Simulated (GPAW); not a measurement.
# BN (P1) in GPAW: reference runs

Reference runs on BN: the cell as given.

All numbers are computed with GPAW 26.7.0; they aren't measurements. Logs are shortened: lines on timing, memory, paths and dates and some standing lists are left out, and cuts for length are marked. The log counts tension as positive stress, the text compression.

## Step 1: Starting point

The typed cell holds 2 atoms: a = 2.508 Å, b = 2.508 Å, c = 3.274 Å, α = 101.11°, β = 101.11°, γ = 119.81°.

The cell comes from a database or a generator and needn't be the stable form of this composition.

## Step 2: Single point, PBE

File run.py:

```python
from ase import Atoms
from ase.dft.bandgap import bandgap
from ase.io import write
from ase.units import Bohr, GPa
from gpaw import GPAW, PW
from gpaw.elf import elf_from_dft_calculation

atoms = Atoms(['N', 'B'],
              cell=[[2.5080409239, 0.0, 0.0],
                    [-1.2467107647, 2.1762310413, 0.0],
                    [-0.6306650796, -1.0881155206, 3.02254]],
              scaled_positions=[[0.668506, 0.332385, 0.984999],
                                [0.979643, 0.983499, 0.001806]],
              pbc=True)

calc = GPAW(mode=PW(800),
            xc='PBE',
            kpts={'size': (13, 13, 9), 'gamma': True},
            occupations={'name': 'fermi-dirac', 'width': 0.05},
            nbands=11,
            convergence={'density': 1e-05, 'energy': 1e-05},
            maxiter=150,
            txt='gpaw.txt')
atoms.calc = calc
energy = atoms.get_potential_energy()
forces = atoms.get_forces()
stress = atoms.get_stress()
calc.write('gs.gpw')
write('result.traj', atoms)
print(f'Energy: {energy:.6f} eV')
print('Forces (eV/A):')
print(forces.round(4))
print('Stress (GPa):', (stress / GPa).round(3))
print('Fermi level:', round(calc.get_fermi_level(), 4), 'eV')
print(f'Gap: {bandgap(calc)[0]:.4f} eV, direct: {bandgap(calc, direct=True)[0]:.4f} eV')

# fields on the real-space grid
write('density.cube', atoms, data=calc.get_pseudo_density() * Bohr**3)
write('potential.cube', atoms, data=calc.get_electrostatic_potential())
write('elf.cube', atoms, data=elf_from_dft_calculation(calc).data)
```

Potentials or basis: GPAW PAW data sets (gpaw-data 1.2.1), pw.

Started as:

```bash
> OMP_NUM_THREADS=1 python run.py
```

gpaw.txt:

```text
__  _  _
 | _ |_)|_||  |
 |__||  | ||/\| - 26.7.0

Input parameters:
  mode=PW(ecut=800.0),
  convergence={'density': 1e-05, 'energy': 1e-05},
  kpts=MonkhorstPack(size=(13, 13, 9), gamma=True),
  maxiter=150,
  nbands=11,
  occupations=Occupations(name='fermi-dirac', width=0.05),
  xc=XC(name='PBE')

Diagonalizing LCAO Hamiltonian
Converting LCAO to pw mode

       N

          B

Atoms  # Å, Bohr magnetons
|   | symbol |        x |         y |        z |    initial magnetic moments |
|---|--------|----------|-----------|----------|-----------------------------|
| 0 |      N | 0.641048 | -0.348446 | 2.977199 | ( 0.0000,  0.0000,  0.0000) |
| 1 |      B | 1.229707 |  2.138356 | 0.005459 | ( 0.0000,  0.0000,  0.0000) |

Unit cell  # Å
| periodic |         x |         y |        z |  lengths |     angles |
|----------|-----------|-----------|----------|----------|------------|
|      yes |  2.508041 |  0.000000 | 0.000000 | 2.508041 | 101.107046 |
|      yes | -1.246711 |  2.176231 | 0.000000 | 2.508041 | 101.107046 |
|      yes | -0.630665 | -1.088116 | 3.022540 | 3.273757 | 119.807365 |

Number of symmetries: 1
Symmetry operations  # r_c * U_cc + t_c -> r_c
|   | kind |            matrix            |
|---|------|------------------------------|
| 0 |  E   |  1, 0, 0,  0, 1, 0,  0, 0, 1 |

BZ-sampling:
  Number of BZ points: 1521
  Number of IBZ points: 761

  Monkhorst-Pack size: [13, 13, 9]
  Monkhorst-Pack shift: [0, 0, 0]

K-points  # in reciprocal-cell coordinates
|     |                                coordinates |     weight |
|-----|--------------------------------------------|------------|
|   0 | (  0.00000000,   0.00000000,   0.00000000) | 0.00065746 |
|   1 | (  0.00000000,   0.00000000,   0.11111111) | 0.00131492 |
|   2 | (  0.00000000,   0.00000000,   0.22222222) | 0.00131492 |
|   3 | (  0.00000000,   0.00000000,   0.33333333) | 0.00131492 |
|   4 | (  0.00000000,   0.00000000,   0.44444444) | 0.00131492 |
|   5 | (  0.00000000,   0.07692308,  -0.44444444) | 0.00131492 |
|   6 | (  0.00000000,   0.07692308,  -0.33333333) | 0.00131492 |
|   7 | (  0.00000000,   0.07692308,  -0.22222222) | 0.00131492 |
|   8 | (  0.00000000,   0.07692308,  -0.11111111) | 0.00131492 |
|   9 | (  0.00000000,   0.07692308,   0.00000000) | 0.00131492 |
| ... |                                            |            |
| 760 | (  0.46153846,   0.46153846,   0.44444444) | 0.00131492 |

Plane wave coefficients: 862
Cutoff: 800.0 eV

Spin-components: 1 (collinear spins)
Bands:           11
Projectors:      10
Spin-degeneracy: 2
Datatype:        complex128

Parallelization:
  kpt:    1
  domain: 1
  band:   1

Density:
  Valence electrons: 8.0
  Components: 1
  Grid points: [18 18 24]
  Charge: 0.0  # |e|

Potential:
  Grid points: [18 18 24]

species:
  N:
    name:    Nitrogen
    Z:       7.0
    valence: 5
    core:    2
    charge:  0.0  # [|e|]
    compensation charges:
      type: gauss
      rc: 0.18  # [Å]
      lmax: 2
    cutoffs:
      filter: 1.11  # [Å]
      core: 0.96  # [Å]
    projectors
    | kind |    occ | energy [eV] | rcut [Å] |
    |------|--------|-------------|----------|
    |   2s |  2.000 |     -18.583 |    0.603 |
    |   2p |  3.000 |      -7.089 |    0.529 |
    |    s |        |       8.629 |    0.603 |
    |    p |        |      20.123 |    0.529 |
    |    d |        |       0.000 |    0.577 |

    Using partial waves for N as LCAO basis

  B:
    name:    Boron
    Z:       5.0
    valence: 3
    core:    2
    charge:  0.0  # [|e|]
    compensation charges:
      type: gauss
      rc: 0.20  # [Å]
      lmax: 2
    cutoffs:
      filter: 1.14  # [Å]
      core: 1.38  # [Å]
    projectors
    | kind |    occ | energy [eV] | rcut [Å] |
    |------|--------|-------------|----------|
    |   2s |  2.000 |      -9.443 |    0.635 |
    |   2p |  1.000 |      -3.606 |    0.635 |
    |    s |        |      17.768 |    0.635 |
    |    p |        |      23.605 |    0.635 |
    |    d |        |       0.000 |    0.635 |

    Using partial waves for B as LCAO basis

Reference energy: -2151.211071  # eV

eigensolver:
  PPCG
  Converge bands: occupied
  niter=2

density mixing:
  MSR1-Mixer
  Pratt-step length: 0.05
  Maximum mixing coefficient: 0.75
  Old densities: 10
  SVD Regularization: 0.005
  Good broyden scale: 1.0
  Trust region scale: 1.0
  Backstep threshold: 4.0
  History deletion threshold: 6.0
  Fourier metric: weight=20.0, sigma=0.015

occupation numbers:
  Fermi-Dirac:
    width: 0.0500  # eV

poisson solver:
  ecut: 6400.0  # eV

xc functional:
  name: PBE with 2 nearest neighbor stencil

convergence criteria:
[... 6 lines left out ...]
|iter     | |      energy | eigst |  dens |
|---------|-|-------------|-------|-------|
|iter:   1| |  -18.970964 | +0.44 |       |
|iter:   2| |  -18.656498 | -1.50 | -0.65 |
|iter:   3| |  -17.477931 | -1.06 | -0.69 |
|iter:   4| |  -17.456324 | -2.50 | -1.33 |
|iter:   5| |  -17.455527 | -3.19 | -1.72 |
|iter:   6| |  -17.455708 | -4.63 | -2.33 |
|iter:   7| |  -17.455710 | -6.35 | -3.45 |
|iter:   8| |  -17.455710c| -7.87c| -4.01 |
|iter:   9| |  -17.455710c| -8.06c| -4.84 |
|iter:  10| |  -17.455710c| -9.20c| -5.75c|

Converged in 10 steps
Energy contributions relative to reference atoms: (reference = -2151.211071)

Energy contributions:
  Kinetic:          18.098347
  Coulomb:         -18.064877
  Zero:              0.099063
  External:          0.000000
  Xc:              -17.588243
  Entropy:          -0.000000
  Spinorbit:         0.000000
  ----------------------------
  Free energy:     -17.455710
  Extrapolated:    -17.455710

dipole moment: (2.192106, 1.898388, 2.215646)  # |e|*Ang

Fermi level: 6.254
Eigenvalues  # (at kpt = [0.000, 0.000, 0.000])
| band index |      eig [eV] | occ [0-2] |
|------------|---------------|-----------|
|          0 |       -12.943 |     2.000 |
|          1 |         1.539 |     2.000 |
|          2 |         2.856 |     2.000 |
|          3 |         4.477 |     2.000 |
|          4 |        10.827 |     0.000 |
|          5 |        15.527 |     0.000 |
|          6 |        17.632 |     0.000 |
|          7 |        18.225 |     0.000 |
|          8 |        20.204 |     0.000 |
|          9 |        30.644 |     0.000 |
|         10 |        32.602 |     0.000 |

Gap: 2.842 eV
Transition (v -> c):
  (s=0, k=631, n=3, [0.38, 0.38, 0.11]) -> (s=0, k=752, n=4, [0.46, 0.46, -0.44])
Direct/indirect transitions are different
Direct gap: 4.538 eV
Transition at: (s=0, k=501, n=3, [0.31, 0.31, -0.33])

Forces  # eV/Ang
|        x |        y |        z |
|----------|----------|----------|
| -1.66489 | -2.09032 |  0.58733 |  # N    0
|  1.66476 |  2.09046 | -0.58759 |  # B    1

Stress tensor  # eV/Ang^3
|         x |         y |         z |
|-----------|-----------|-----------|
|  0.020817 |  0.031256 | -0.003439 |
|  0.031256 | -0.054033 | -0.007377 |
| -0.003439 | -0.007377 | -0.045311 |

# Writing to gs.gpw (mode='')
```

Wall time 2.4 min (1 thread of Arm Neoverse V2, shared host); peak memory 0.38 GiB.

What came out:

- Free energy: -17.4557 eV
- Pressure: 4.2 GPa
- Largest force: 2.736 eV/Å
- Band gap on the k mesh: 2.84 eV, indirect (least direct gap 4.54 eV)

Forces in eV/Å, atoms in the order of the input:
```
N   -1.665 -2.090  0.587
B    1.665  2.090 -0.588
```

Caveat: an odd mesh through Γ misses points on the zone boundary, where band edges often lie; forces of over 1 eV/Å show positions far from the minimum, so gaps and moduli don't describe the material at rest.
